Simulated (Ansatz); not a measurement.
# Sn (I4/mmm) in Ansatz: a series of runs

The runs below take Sn through relaxation of cell and atoms, with PBEsol+D4, RPBE+D3(BJ), RPBE+D4.

Everything below comes from runs of Ansatz 0.2.0. Logs are shortened: lines on timing, memory, paths and dates and some standing lists are left out, and cuts for length are marked.

### 1 Starting point

It takes space group I4/mmm (No. 139, tetragonal). Conventional cell: a = 4.058 Å, b = 4.058 Å, c = 3.322 Å, α = 90.00°, β = 90.00°, γ = 90.00°. Sn (site symmetry 4/mmm) has 10 Sn at 3.32 Å as nearest neighbours.

This isn't the form of Sn at room conditions, which is tetragonal (white tin).

### 2 Relaxation of cell and atoms, PBEsol+D4

input.yaml

```yaml
crystal:
  lattice:
    - [-2.029189411, 2.029189411, 1.6607599896]
    - [2.029189411, -2.029189411, 1.6607599896]
    - [2.029189411, 2.029189411, -1.6607599896]
  atoms:
    - { symbol: Sn, position: [0.0, 0.0, 0.0] }
hamiltonian:
  xc: pbesol
  pseudopotentials: { kind: paw }
  dispersion: d4
kpoints:
  mp_grid: { grid: [10, 10, 10] }
scf:
  occupations: { method: fermi_dirac, width: 0.05 }
output:
  forces: true
  stress: true
  eigenvalues: true
  write_density: true
  write_potential: true
  elf: true
  volumetric_format: npy
relax:
  f_tol: 0.01
  max_steps: 40
  cell: { stress_tol: 0.05 }
```

Potentials or basis: Ansatz PAW.

Run with:

```console
> ansatz run input.yaml --threads 2 --pin off --max-ram 5632MiB --backend cpu --events-out ev --progress --plain --runs-dir out
```

Log:

```text
Warning: RAYON_NUM_THREADS=2 ignored (pool sized by the plan → 2); use --threads N
Engine: ansatz 0.2.0, aarch64-unknown-linux-gnu
Pseudopotentials: kind: paw
Pseudopotential: Sn, paw, valence charge 14, recommended cutoff 420 eV (normal), Sn.paw.azcp
Functional definition: PBEsol
  exchange = pbesol_x
  correlation = pbesol_c
Crystal: 1 atoms, lattice volume = 27.353 Å³
Basis set: ecut = 420 eV, 545 PW (Γ), exchange–correlation on 48×48×48 points (8 copies of the dense FFT grid, shifted against one another)
Bands: 11, of which v1, the nominal top of the filled ones, is band 7 counted from 1 (6 counted from 0)
Symmetry: 16 space group operations
Space group: I4/mmm (ITA 139), of the structure as read, at distance tolerance 3.0e-5 Å
k-points: 102 of 1000
Non-local potential: Sn, projectors of the file, l = 0: 2, l = 1: 2, l = 2: 2, l = 3: 2
PAW form: soft (Blöchl's): semilocal exchange-correlation on the pseudo side does not see the compensation charge
PAW frozen core: Sn, regenerated for the run's functional, and the local potential with it (the file was generated under x = pbe(κ = 0.804, μ = 0.2195149727645171), c = pbe(β = 0.06672455060314922))
PAW one-centre angular grid: Sn, 590 points (default); XC on 64 Gauss nodes
Initial density: superposition of atomic densities (neutral atoms: chi_scale 0, normalization atom), corrected by the library's trained network
Initial wavefunctions: pseudopotential atomic-orbital guess
Functional: x = pbesol(κ = 0.804, μ = 0.12345679012345678), c = pbesol(β = 0.046)
SCF iter   1: F=—  HF=-5949.995132 eV  |F-HF|=—  |Δ(HF+E_count)|=         —  Δρ=2.55e-3  dr2=1.03e-3  ethr=1.77e-3  ⟨swp⟩=5.8  Hψ=6724  notcnv=0
preconditioner: auto → none  [metal: Δε(μ)=0.136 eV  Ē_g=23.040 eV  σ=0.050 eV  W_gap=0.50  n_scr=4 (ndim 8)  ℏωp=26.6 eV  f_vac=0.000  D(μ)=0.58/eV (n_scr^D=0)  sad-step TF]
SCF iter   2: F=—  HF=-5949.994066 eV  |F-HF|=—  |Δ(HF+E_count)|=   1.07e-3  Δρ=1.44e-3  dr2=3.60e-4  ethr=7.37e-6  ⟨swp⟩=1.9  Hψ=2043  notcnv=0
SCF iter   3: F=—  HF=-5949.993961 eV  |F-HF|=—  |Δ(HF+E_count)|=   1.05e-4  Δρ=4.92e-4  dr2=4.62e-5  ethr=2.57e-6  ⟨swp⟩=2.0  Hψ=1817  notcnv=0
SCF iter   4: F=—  HF=-5949.993918 eV  |F-HF|=—  |Δ(HF+E_count)|=   4.31e-5  Δρ=5.01e-5  dr2=6.21e-7  ethr=3.30e-7  ⟨swp⟩=2.0  Hψ=1817  notcnv=0
SCF iter   5: F=—  HF=-5949.993918 eV  |F-HF|=—  |Δ(HF+E_count)|=   4.87e-8  Δρ=3.59e-5  dr2=2.97e-7  ethr=4.44e-9  ⟨swp⟩=1.0  Hψ=1105  notcnv=0
SCF iter   6: F=-5949.993918 eV  HF=-5949.993918 eV  |F-HF|=6.06e-8  |Δ(HF+E_count)|=   1.71e-7  Δρ=1.37e-5  dr2=3.93e-8  ethr=7.14e-10  ⟨swp⟩=6.7  Hψ=6470  notcnv=0
SCF 1 converged in 6 iterations: F = -5949.993918 eV  dr2 = 3.93e-8
relax step   1: F+E_penalty+E_count = -5949.99391790 eV  Δ(F+E_penalty+E_count) = +0.000e0 eV  max|allowed force component| = 0.000e0 eV/Å  Δτ_max = 0.0000 Å  P = -3.340 GPa  Ω = 27.353 Å³  (6 SCF iters, dr2 threshold 1.00e-7 eV, accepted)
Crystal: 1 atoms, lattice volume = 25.385 Å³
Basis set: ecut = 420 eV, 529 PW (Γ), exchange–correlation on 48×48×48 points (8 copies of the dense FFT grid, shifted against one another)
Initial density: handed on by an earlier stage of this run
Initial wavefunctions: those handed on with the density
iter 1 solved again at ethr=2.38e-6 eV; its pass at ethr=3.10e-3 eV (dr2=3.33e-4 eV) is discarded
SCF iter   1: F=—  HF=-5950.015468 eV  |F-HF|=—  |Δ(HF+E_count)|=         —  Δρ=1.27e-3  dr2=3.59e-4  ethr=2.38e-6  ⟨swp⟩=2.4  Hψ=10543  notcnv=0
preconditioner: auto → none  [metal: Δε(μ)=0.026 eV  Ē_g=23.456 eV  σ=0.050 eV  W_gap=0.13  n_scr=4 (ndim 8)  ℏωp=27.6 eV  f_vac=0.000  D(μ)=0.50/eV (n_scr^D=0)]
SCF iter   2: F=—  HF=-5950.015397 eV  |F-HF|=—  |Δ(HF+E_count)|=   7.08e-5  Δρ=6.52e-4  dr2=5.44e-5  ethr=2.38e-6  ⟨swp⟩=2.6  Hψ=1894  notcnv=0
SCF iter   3: F=—  HF=-5950.015405 eV  |F-HF|=—  |Δ(HF+E_count)|=   7.89e-6  Δρ=1.28e-4  dr2=2.77e-6  ethr=3.89e-7  ⟨swp⟩=1.0  Hψ=1122  notcnv=0
SCF iter   4: F=-5950.015406 eV  HF=-5950.015406 eV  |F-HF|=3.34e-9  |Δ(HF+E_count)|=   8.18e-7  Δρ=7.77e-6  dr2=1.99e-8  ethr=7.14e-10  ⟨swp⟩=7.3  Hψ=8019  notcnv=0
SCF 2 converged in 4 iterations: F = -5950.015406 eV  dr2 = 1.99e-8
relax step   2: F+E_penalty+E_count = -5950.01540591 eV  Δ(F+E_penalty+E_count) = -2.149e-2 eV  max|allowed force component| = 0.000e0 eV/Å  Δτ_max = 0.0000 Å  P = +0.438 GPa  Ω = 25.385 Å³  energy of the carried Pulay correction = +4.184e-4 eV  (4 SCF iters, dr2 threshold 1.00e-7 eV, accepted)
Crystal: 1 atoms, lattice volume = 25.563 Å³
iter 1 solved again at ethr=6.13e-8 eV; its pass at ethr=3.10e-3 eV (dr2=8.58e-6 eV) is discarded
SCF iter   1: F=—  HF=-5950.015864 eV  |F-HF|=—  |Δ(HF+E_count)|=         —  Δρ=1.72e-4  dr2=8.02e-6  ethr=6.13e-8  ⟨swp⟩=3.0  Hψ=10252  notcnv=0
preconditioner: auto → none  [metal: Δε(μ)=0.041 eV  Ē_g=23.450 eV  σ=0.050 eV  W_gap=0.20  n_scr=4 (ndim 8)  ℏωp=27.5 eV  f_vac=0.000  D(μ)=0.56/eV (n_scr^D=0)]
SCF iter   2: F=—  HF=-5950.015862 eV  |F-HF|=—  |Δ(HF+E_count)|=   1.39e-6  Δρ=8.06e-5  dr2=1.36e-6  ethr=5.73e-8  ⟨swp⟩=1.7  Hψ=1505  notcnv=0
SCF iter   3: F=-5950.015862 eV  HF=-5950.015862 eV  |F-HF|=9.27e-9  |Δ(HF+E_count)|=   9.36e-9  Δρ=1.25e-5  dr2=3.22e-8  ethr=7.14e-10  ⟨swp⟩=7.5  Hψ=6964  notcnv=0
SCF 3 converged in 3 iterations: F = -5950.015862 eV  dr2 = 3.22e-8
relax step   3: F+E_penalty+E_count = -5950.01586230 eV  Δ(F+E_penalty+E_count) = -4.564e-4 eV  max|allowed force component| = 0.000e0 eV/Å  Δτ_max = 0.0000 Å  P = -0.053 GPa  Ω = 25.563 Å³  energy of the carried Pulay correction = +3.773e-4 eV  (3 SCF iters, dr2 threshold 1.00e-7 eV, accepted)
Crystal: 1 atoms, lattice volume = 25.537 Å³
iter 1 solved again at ethr=1.04e-9 eV; its pass at ethr=3.10e-3 eV (dr2=1.46e-7 eV) is discarded
SCF iter   1: F=—  HF=-5950.015879 eV  |F-HF|=—  |Δ(HF+E_count)|=         —  Δρ=2.66e-5  dr2=1.50e-7  ethr=1.04e-9  ⟨swp⟩=3.1  Hψ=10062  notcnv=0
preconditioner: auto → none  [metal: Δε(μ)=0.035 eV  Ē_g=23.453 eV  σ=0.050 eV  W_gap=0.17  n_scr=4 (ndim 8)  ℏωp=27.5 eV  f_vac=0.000  D(μ)=0.57/eV (n_scr^D=0)]
SCF iter   2: F=—  HF=-5950.015879 eV  |F-HF|=—  |Δ(HF+E_count)|=   9.89e-8  Δρ=1.32e-5  dr2=2.98e-8  ethr=1.04e-9  ⟨swp⟩=1.0  Hψ=1122  notcnv=0
SCF iter   3: F=-5950.015879 eV  HF=-5950.015879 eV  |F-HF|=1.30e-10  |Δ(HF+E_count)|=   1.22e-9  Δρ=1.33e-6  dr2=2.83e-10  ethr=1.20e-10  ⟨swp⟩=7.1  Hψ=5416  notcnv=0
SCF 4 converged in 3 iterations: F = -5950.015879 eV  dr2 = 2.83e-10
relax step   4: F+E_penalty+E_count = -5950.01587863 eV  Δ(F+E_penalty+E_count) = -1.633e-5 eV  max|allowed force component| = 0.000e0 eV/Å  Δτ_max = 0.0000 Å  P = +0.000 GPa  Ω = 25.537 Å³  energy of the carried Pulay correction = +3.828e-4 eV  (3 SCF iters, dr2 threshold 1.68e-8 eV, accepted)
Initial wavefunctions: pseudopotential atomic-orbital guess (no wavefunctions were taken with the density)
iter 1 solved again at ethr=1.53e-7 eV; its pass at ethr=3.10e-3 eV (dr2=2.14e-5 eV) is discarded
SCF iter   1: F=—  HF=-5950.015475 eV  |F-HF|=—  |Δ(HF+E_count)|=         —  Δρ=7.58e-5  dr2=2.13e-7  ethr=1.53e-7  ⟨swp⟩=2.8  Hψ=9390  notcnv=0
preconditioner: auto → none  [metal: Δε(μ)=0.035 eV  Ē_g=23.454 eV  σ=0.050 eV  W_gap=0.17  n_scr=4 (ndim 8)  ℏωp=27.5 eV  f_vac=0.000  D(μ)=0.57/eV (n_scr^D=0)]
SCF iter   2: F=—  HF=-5950.015477 eV  |F-HF|=—  |Δ(HF+E_count)|=   1.77e-6  Δρ=3.54e-5  dr2=4.70e-8  ethr=1.52e-9  ⟨swp⟩=2.0  Hψ=1779  notcnv=0
SCF iter   3: F=—  HF=-5950.015477 eV  |F-HF|=—  |Δ(HF+E_count)|=   8.64e-8  Δρ=6.75e-6  dr2=1.64e-9  ethr=3.36e-10  ⟨swp⟩=2.0  Hψ=1332  notcnv=0
SCF iter   4: F=—  HF=-5950.015477 eV  |F-HF|=—  |Δ(HF+E_count)|=   4.39e-9  Δρ=8.76e-7  dr2=7.81e-11  ethr=1.17e-11  ⟨swp⟩=2.0  Hψ=1838  notcnv=0
SCF iter   5: F=-5950.015477 eV  HF=-5950.015477 eV  |F-HF|=4.55e-12  |Δ(HF+E_count)|=  2.36e-11  Δρ=2.62e-8  dr2=1.09e-13  ethr=1.00e-12  ⟨swp⟩=5.0  Hψ=3891  notcnv=0
SCF 5 converged in 5 iterations: F = -5950.015477 eV  dr2 = 1.09e-13
relax step   5: F+E_penalty+E_count = -5950.01547720 eV  Δ(F+E_penalty+E_count) = +4.014e-4 eV  max|allowed force component| = 0.000e0 eV/Å  Δτ_max = 0.0000 Å  P = -0.001 GPa  Ω = 25.537 Å³  stress off target by 1.38e-2 GPa  SCF on the basis re-selected at this cell (its energy is not comparable with the rows above)  (5 SCF iters)
basis re-selected at this cell: Δ(F+E_penalty+E_count) = +4.014e-4 eV, ΔP = -0.001 GPa vs the last step (what re-selecting the basis moved, of the pressure what is left beyond the Pulay correction that the steps carried, after the strain that the cell walked since its last selection, with what the two solves' SCF thresholds leave and, on support functions, any second-order correction that the steps lacked; it is no measure of the basis error at this ecutwfc). This SCF's stress stands 1.38e-2 GPa from its target on what of the cell is left free (relax.cell.stress_tol is 5.00e-2 GPa) and its largest allowed force component is 0.00e0 eV/Å (relax.f_tol is 1.00e-2 eV/Å): within both
SCF converged after 5 iterations
Free energy (F): -5950.015477 eV
Harris-Foulkes:  -5950.015477 eV  (|F-HF|=4.55e-12)
Internal energy: -5950.011027 eV  (E = F + TS)
E sigma→0 (E₀):  -5950.013252 eV
Entropy (-TS):   -0.004451 eV (-4.451 meV/atom)
Fermi energy:    11.611514 eV
--- Per-component energies (eV) ---
  E_band       = -70.004506
  E_kinetic    = 187.273811
  E_local      = -784.424715  (includes V_loc(G=0)·N_el)
  E_nonlocal   = -30.780893
  E_hartree    = 504.147137
  E_xc         = -380.044335
  E_vxc        = -97.820011  (∫ρ·V_xc dr)
  E_paw        = -4063.784291  (= ΣΔE_a)
  E_vpaw       = -352.546965  (= ΣTr[D̂ρ^β])
  E_aug_tail   = -0.000000  (compensation charges beyond the density's cutoff)
  E_ewald      = -1382.420979
  E_disp       = -0.261601  (pairwise vdW)
  E_core_change = 0.284840  (= ΣΔE_core)
  E_smearing   = -0.004451  (= −TS)
  E_closure    = 0.000000  (closes the sum)
  Σ components = -5950.015477   (vs F -5950.015477, Δ=0.00e0)
--- Forces (eV/Å), atoms counted from 1 ---
  atom   1  Sn     0.00000000    -0.00000000    -0.00000000
  max |Σ_I F_I| component: 7.89e-31 eV/Å
--- Stress (GPa, compression-positive) ---
       -0.007923      -0.000000      -0.000000
       -0.000000      -0.007923       0.000000
       -0.000000       0.000000       0.013765
  P = ⅓ Tr σ = -0.0007 GPa (-0.007 kbar)
--- Band table (eV; the first three rows and the last of 102) ---
  k-point 0: bands = ["-9.9081", "-9.8268", "-9.8268", "-9.7993", "-9.6718", "0.0563", "19.0288", "19.0288", "21.5116", "22.5001", "23.7358"]
  k-point 1: bands = ["-9.8962", "-9.8299", "-9.8075", "-9.8048", "-9.6768", "0.2588", "16.8274", "19.1705", "20.8225", "23.1368", "23.6025"]
  k-point 2: bands = ["-9.8676", "-9.8382", "-9.8173", "-9.7567", "-9.6899", "0.8670", "13.6228", "19.5023", "19.5701", "22.9147", "22.9242"]
  k-point 101: bands = ["-9.9506", "-9.8801", "-9.6404", "-9.6404", "-9.6012", "8.6519", "10.0092", "10.0092", "13.8692", "14.6708", "17.5390"]
--- Relaxed structure (4 steps of the walk, 4 accepted, 1 SCFs on fresh bases) ---
  F+E_penalty+E_count = -5950.01547720 eV   max|allowed force component| = 0.000e0 eV/Å   (the final SCF, on the basis selected at the relaxed cell)
  cell:  # Å, volume = 25.5374 Å³
    - [-1.969587998931568, 1.969587998931568, 1.645754717647565]
    - [1.969587998931568, -1.969587998931568, 1.645754717647565]
    - [1.969587998931568, 1.969587998931568, -1.645754717647565]
  atoms:
    - { symbol: Sn, position: [0.0, 0.0, 0.0] }
```

It took 7.7 s on 2 threads of Arm Neoverse V1, shared host; peak memory 0.32 GiB.

Results:

- Free energy: -5950.0155 eV
- Relaxed volume: 25.54 Å³/atom
- Relaxed cell: a = 3.235 Å, b = 3.235 Å, c = 3.235 Å, α = 105.00°, β = 105.00°, γ = 118.85°
- Space group after relaxing (to 0.05 Å): I4/mmm (No. 139)
- Energy gained by relaxing: 21.6 meV/atom
- Ionic steps: 5
- Pressure after relaxing: 0.0 GPa
- Band gap on the k mesh: none (metal or under the smearing width)

Step by step:
| step | energy change (eV) | largest force (eV/Å) | volume (Å³) |
| --- | --- | --- | --- |
| 1 | 0.0000 | 0.0000 | 27.35 |
| 2 | -0.0215 | 0.0000 | 25.38 |
| 3 | -0.0219 | 0.0000 | 25.56 |
| 4 | -0.0220 | 0.0000 | 25.54 |
| 5 | -0.0216 | 0.0000 | 25.54 |

Final structure:
```cif
data_structure
_symmetry_space_group_name_H-M 'P 1'
_symmetry_Int_Tables_number 1
_cell_length_a 3.2353
_cell_length_b 3.2353
_cell_length_c 3.2353
_cell_angle_alpha 104.997
_cell_angle_beta 104.997
_cell_angle_gamma 118.847
_cell_volume 25.54
loop_
_atom_site_label
_atom_site_type_symbol
_atom_site_fract_x
_atom_site_fract_y
_atom_site_fract_z
_atom_site_occupancy
Sn1 Sn 0.00000 0.00000 0.00000 1
```

Caveat: the plane-wave basis is chosen anew once the cell has moved, so the energies of steps on either side of that aren't comparable; pairwise dispersion overbinds metals, which lowers pressure and volume; the PAW data sets come from PBE, with cores solved anew for the run's functional, which leaves a small shift of forces and pressure.

### 3 Relaxation of cell and atoms, RPBE+D3(BJ)

Edit input.yaml of step 2 so:

```diff
@@ -8,5 +8,5 @@
 hamiltonian:
-  xc: pbesol
+  xc: rpbe
   pseudopotentials: { kind: paw }
-  dispersion: d4
+  dispersion: d3bj
 kpoints:
@@ -19,6 +19,2 @@
   eigenvalues: true
-  write_density: true
-  write_potential: true
-  elf: true
-  volumetric_format: npy
 relax:
```

Potentials or basis: Ansatz PAW.

Run with:

```console
> ansatz run input.yaml --threads 2 --pin off --max-ram 5632MiB --backend cpu --events-out ev --progress --plain --runs-dir out
```

Wall time 13 s (2 threads of Arm Neoverse V1, shared host); peak memory 0.33 GiB.

It converged, with:

```
Free energy                            : -6035.1594 eV
Relaxed volume                         : 20.68 Å³/atom
Relaxed cell                           : a = 3.005 Å, b = 3.005 Å, c = 3.005 Å, α = 106.34°, β = 106.34°, γ = 115.93°
Space group after relaxing (to 0.05 Å) : I4/mmm (No. 139)
Energy gained by relaxing              : 459.3 meV/atom
Ionic steps                            : 8
Pressure after relaxing                : 0.0 GPa
Band gap on the k mesh                 : none (metal or under the smearing width)
```

Step by step:
| step | energy change (eV) | largest force (eV/Å) | volume (Å³) |
| --- | --- | --- | --- |
| 1 | 0.0000 | 0.0000 | 27.35 |
| 2 | -0.3314 | 0.0000 | 23.63 |
| 3 | -0.4530 | 0.0000 | 20.77 |
| 4 | -0.4602 | 0.0000 | 20.62 |
| 5 | -0.4605 | 0.0000 | 20.68 |
| 6 | -0.4606 | 0.0000 | 20.68 |
| 7 | -0.4606 | 0.0000 | 20.68 |
| 8 | -0.4593 | 0.0000 | 20.68 |

Final structure:
```
Sn
1.0
    -1.80124    1.80124    1.59377
     1.80124   -1.80124    1.59377
     1.80124    1.80124   -1.59377
Sn
1
Direct
  0.00000 0.00000 0.00000
```

Levels at points of the mesh, in eV from the Fermi level:
```
              k point  band 3  band 4  band 5  band 6  band 7  band 8  band 9  band 10  band 11
   (0.00, 0.00, 0.00)  -21.91  -21.75  -21.60  -13.41    9.67    9.67   12.09    12.86    12.86
  (0.00, 0.00, -0.50)  -21.76  -21.68  -21.49   -7.50   -6.32    6.25    8.11    11.02    11.41
  (0.00, -0.50, 0.00)  -21.68  -21.59  -21.47   -6.29   -5.87    4.07    5.47     8.52     9.06
(-0.50, -0.50, -0.50)  -21.53  -21.53  -21.48   -1.79   -1.79   -1.26    1.32     3.01     5.32
```

Caveat: the volume moved by over 15 % at a fixed basis, so the end points are rough; the plane-wave basis is chosen anew once the cell has moved, so the energies of steps on either side of that aren't comparable; pairwise dispersion overbinds metals, which lowers pressure and volume; the PAW data sets come from PBE, with cores solved anew for the run's functional, which leaves a small shift of forces and pressure.

### 4 Relaxation of cell and atoms, RPBE+D4

Edit input.yaml of step 3 so:

```diff
@@ -10,3 +10,3 @@
   pseudopotentials: { kind: paw }
-  dispersion: d3bj
+  dispersion: d4
 kpoints:
```

Run with:

```console
> ansatz run input.yaml --threads 2 --pin off --max-ram 5632MiB --backend cpu --events-out ev --progress --plain --runs-dir out
```

It took 9.7 s on 2 threads of Arm Neoverse V1, shared host; peak memory 0.32 GiB.

It converged, with:

* Free energy: -6033.4568 eV
* Relaxed volume: 26.28 Å³/atom
* Relaxed cell: a = 3.266 Å, b = 3.266 Å, c = 3.266 Å, α = 105.08°, β = 105.08°, γ = 118.67°
* Space group after relaxing (to 0.05 Å): I4/mmm (No. 139)
* Energy gained by relaxing: 8.4 meV/atom
* Ionic steps: 6
* Pressure after relaxing: 0.0 GPa
* Band gap on the k mesh: none (metal or under the smearing width)

The path:
| step | energy change (eV) | largest force (eV/Å) | volume (Å³) |
| --- | --- | --- | --- |
| 1 | 0.0000 | 0.0000 | 27.35 |
| 2 | -0.0085 | 0.0000 | 26.27 |
| 3 | -0.0086 | 0.0000 | 26.29 |
| 4 | -0.0083 | 0.0000 | 26.29 |
| 5 | -0.0084 | 0.0000 | 26.28 |
| 6 | -0.0084 | 0.0000 | 26.28 |

Final structure:
```xyz
1
Lattice="-1.9863 1.9863 1.6655 1.9863 -1.9863 1.6655 1.9863 1.9863 -1.6655" Properties=species:S:1:pos:R:3 pbc="T T T"
Sn    0.0000    0.0000    0.0000
```

Levels at points of the mesh, in eV from the Fermi level:
| k point | band 4 | band 5 | band 6 | band 7 | band 8 | band 9 | band 10 | band 11 |
| --- | --- | --- | --- | --- | --- | --- | --- | --- |
| (0.00, 0.00, 0.00) | -21.55 | -21.44 | -11.31 | 7.30 | 7.30 | 9.62 | 10.70 | 11.96 |
| (0.00, 0.00, -0.50) | -21.48 | -21.39 | -7.21 | -4.87 | 5.73 | 7.80 | 10.30 | 10.70 |
| (0.00, -0.50, 0.00) | -21.42 | -21.38 | -5.83 | -4.39 | 3.25 | 4.60 | 7.44 | 7.52 |
| (-0.50, -0.50, -0.50) | -21.41 | -21.37 | -2.97 | -1.52 | -1.52 | 2.19 | 3.06 | 5.75 |

Caveat: the plane-wave basis is chosen anew once the cell has moved, so the energies of steps on either side of that aren't comparable; pairwise dispersion overbinds metals, which lowers pressure and volume; the PAW data sets come from PBE, with cores solved anew for the run's functional, which leaves a small shift of forces and pressure.

### 5 Overview

| level | gap on the mesh (eV) | pressure (GPa) | relaxed volume (Å³/atom) |
| --- | --- | --- | --- |
| PBEsol+D4 | none | 0.0 | 25.54 |
| RPBE+D3(BJ) | none | 0.0 | 20.68 |
| RPBE+D4 | none | 0.0 | 26.28 |

Alike in all rows: task relaxation of cell and atoms; potentials or basis Ansatz PAW; no spin polarisation; cell relaxed; k mesh 10 × 10 × 10; cutoff (eV) 420; smearing fermi-dirac 0.05 eV.

Caveats: the plane-wave basis is chosen anew once the cell has moved, so the energies of steps on either side of that aren't comparable; pairwise dispersion overbinds metals, which lowers pressure and volume; the PAW data sets come from PBE, with cores solved anew for the run's functional, which leaves a small shift of forces and pressure; the volume moved by over 15 % at a fixed basis, so the end points are rough (some runs).

Absolute energies hang on the potentials; compare differences alone.
